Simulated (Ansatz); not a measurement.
A series in volume scale on PbF2

Free energy against uniform scaling of the volume at fixed shape and fractions; periodic cell, basis, potentials, k mesh and filling as listed. The results are calculated, by Ansatz 0.2.0.

The cell before it is scaled or strained (space group Aea2, No. 41):
```
CELL_PARAMETERS angstrom
6.02410 0.00000 0.00000
0.00000 3.00200 3.01130
0.00000 -3.00200 3.01130
ATOMIC_POSITIONS crystal
Pb 0.50000 0.97748 0.97748
Pb 0.00000 0.47748 0.47748
F 0.76477 0.97361 0.45867
F 0.23523 0.45867 0.97361
F 0.73523 0.47361 0.95867
F 0.26477 0.95867 0.47361
```

Settings of every row: functional PBEsol; dispersion none; potentials PAW; wave cutoff 510 eV; density cutoff 2040 eV; k mesh 4x6x6; k shift 0x0x0; occupations fixed; smearing width 0 eV; spin none.

Limits: no spin-orbit coupling, which can matter with elements this heavy; the cell comes from a prototype or a list of computed structures and needn't be the stable phase.

```csv
row,volume scale,V (Å³/atom),energy above lowest point (meV/atom)
1,0.9,16.337,10.7
2,0.925,16.791,2.1
3,0.95,17.245,0
4,0.975,17.699,3.4
5,1,18.152,?
6,1.025,18.606,23.9
7,1.05,19.06,39.6
8,1.075,19.514,58.4
9,1.1,19.968,79.7
```

Question: what energy above lowest point should row 5 give?

Worked fit of energy above lowest point. Take u = (V_r/V)^(2/3) − 1 with V_r = 18.153 Å³ an atom, which is twice the finite (Eulerian) strain; such expansions in the strain, on which the Birch-Murnaghan equation of state is built, carry the rest volume and the bulk modulus. The shown rows have u = 0.0728, 0.05337, 0.0348, 0.01703, -0.0163, -0.03198, -0.04705, -0.06155. Least squares give energy above lowest point = 11.62 − 620.3 × u + 8101 × u² + 3385 × u³ meV/atom; a parabola predicts inner rows, each left out in turn, worse (root mean square 0.26 against 0.036 meV/atom). All shown rows lie on it to the printed digit. Its lowest point lies at u = 0.0374, or V = 17.18 Å³ an atom, and the curvature there gives the bulk modulus at fixed shape and fractions, B = (4/9)(1 + u)² E″(u)/V = 75.7 GPa. Letting shape and atoms relax would as a rule lower it, by much in layered, chain or molecular crystals. The withheld row has u = 4e-05, so the fit gives 11.62 − 620.3 × (4e-05) + 8101 × (4e-05)² + 3385 × (4e-05)³ = 11.6 meV/atom.

The calculation gave 11.6 meV/atom. The fit meets it to the printed digit.
